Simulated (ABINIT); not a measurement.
The system is Tl.

```
CELL_PARAMETERS angstrom
3.45600 0.00000 0.00000
-1.72800 2.99298 0.00000
0.00000 0.00000 5.52500
ATOMIC_POSITIONS crystal
Tl 0.66667 0.33333 0.75000
Tl 0.33333 0.66667 0.25000
```

* Program: ABINIT 10.8.3 (patched build)
* Task: relaxation of cell and atoms
* Functional: PBE
* Dispersion: D3
* Potentials or basis: Ansatz PAW PBE default generated set, frozen core
* Cutoff: 419 eV
* k mesh: 9 × 9 × 5
* Occupations: fermi-dirac, width 0.05 eV
* Spin: no spin polarisation

At the start: pressure 1.8 GPa; volume 28.57 Å³/atom.

Task: Where does the relaxation end?

Result: Over 10 steps the energy falls by 10.0 meV/atom and the volume is 29.91 Å³/atom (+4.7 %); space group P6_3/mmc (No. 194, to 0.05 Å).

Step by step:
| step | energy change (eV) | largest force (eV/Å) | pressure (GPa) | volume (Å³) |
| --- | --- | --- | --- | --- |
| 1 | 0.0000 | 0.0000 | 1.77 | 57.15 |
| 2 | -0.0036 | 0.0000 | 1.55 | 57.46 |
| 3 | -0.0175 | 0.0000 | 0.05 | 59.89 |
| 4 | -0.0178 | 0.0000 | -0.08 | 60.13 |
| 5 | -0.0179 | 0.0000 | -0.14 | 60.24 |
| 6 | -0.0183 | 0.0000 | -0.23 | 60.39 |
| 7 | -0.0190 | 0.0000 | -0.28 | 60.42 |
| 8 | -0.0197 | 0.0000 | -0.20 | 60.22 |
| 9 | -0.0199 | 0.0000 | -0.09 | 59.98 |
| 10 | -0.0200 | 0.0000 | 0.00 | 59.82 |

Final structure:
```xyz
2
Lattice="3.4582 0.0000 0.0000 -1.7291 2.9949 0.0000 0.0000 0.0000 5.7760" Properties=species:S:1:pos:R:3 pbc="T T T"
Tl    1.7291    0.9983    4.3320
Tl    0.0000    1.9966    1.4440
```

The cell as given is a measured one (28.57 Å³/atom); PBE+D3 puts the equilibrium volume +4.7 % from it, thermal expansion not counted.

Caveat: pairwise dispersion overbinds metals, which lowers pressure and volume.
